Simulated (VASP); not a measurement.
Write the native input for VASP 6.6.1 that does the following.

- Task: relaxation of the atoms
- Functional: LDA
- Potentials or basis: VASP PAW LDA potentials, release 64 (Zn, Se)
- Cutoff: 600 eV
- k mesh: 8 × 8 × 8
- Occupations: gaussian, width 0.03 eV
- Spin: no spin polarisation
- Further INCAR settings: ALGO = Normal; EDIFF = 1e-07; IBRION = 2; EDIFFG = -0.01; NSW = 40

The structure of ZnSe (Stilleite) lies in POSCAR:

```
ZnSe                                    
1.0
    0.0000000000      2.7505905039      2.7505905039
    2.7505905039      0.0000000000      2.7505905039
    2.7505905039      2.7505905039      0.0000000000
  Zn              Se            
     1     1
Direct
     0.0000000000000000    0.0000000000000000    0.0000000000000000
     0.2500000000000000    0.2500000000000000    0.2500000000000000
```

The cell isn't the ideal one: a relaxed cell with its volume scaled by 0.96.

The input as run:

INCAR

```
SYSTEM = ZnSe
ALGO = Normal ; EDIFF = 1E-7
EDIFFG = -0.01 ; ENCUT = 600
IBRION = 2 ; ISIF = 2
ISMEAR = 0 ; LASPH = .True.
LCHARG = .False. ; LREAL = .False.
LWAVE = .False. ; NELM = 80
NSW = 40 ; PREC = Accurate
SIGMA = 0.03
```

KPOINTS

```
k-points
0
Gamma
  8 8 8
  0 0 0
```

Potentials or basis: VASP PAW LDA potentials, release 64 (Zn, Se).

Command:

```console
$ cat potpaw_LDA.64/Zn/POTCAR potpaw_LDA.64/Se/POTCAR > POTCAR
$ mpirun -np 1 vasp_std > vasp.out
```

It gave:

```json
{"Pressure after relaxing": "3.2 GPa", "Band gap on the k mesh": "1.44 eV, direct"}
```

Caveat: the relaxation stopped at its first step, so nothing moved.

It took 9.9 s on 1 thread of Intel(R) Xeon(R) Platinum 8559C (Emerald Rapids), on a shared host, peak memory 0.16 GiB.
